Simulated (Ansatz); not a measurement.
ZrC:

```
CELL_PARAMETERS angstrom
0.00000 2.36500 2.36500
2.36500 0.00000 2.36500
2.36500 2.36500 0.00000
ATOMIC_POSITIONS crystal
Zr 0.50000 0.50000 0.50000
C 0.00000 0.00000 0.00000
```

Base run:

| Quantity | Value |
| --- | --- |
| Program | Ansatz 0.2.0 |
| Functional | PBEsol |
| Potentials or basis | all-electron PAW datasets made for the crystal |
| Cutoff | 280 eV (chosen from the basis error) |
| k mesh | 8 × 8 × 8 |
| Occupations | fermi-dirac, width 0.05 eV |
| Spin | no spin polarisation |

Its results: band gap on the k mesh none (metal or under the smearing width); pressure -8.5 GPa.

Problem. The run is repeated on the same cell with these changes: functional from PBEsol to HSE06; cutoff from 280 eV (chosen from the basis error) to 310 eV (chosen from the basis error). What comes out?

Solution. Band gap on the k mesh none (metal or under the smearing width); pressure -5.7 GPa.

Caveats: the k mesh is thin for a metal, which can move the energy by tens of meV per atom.
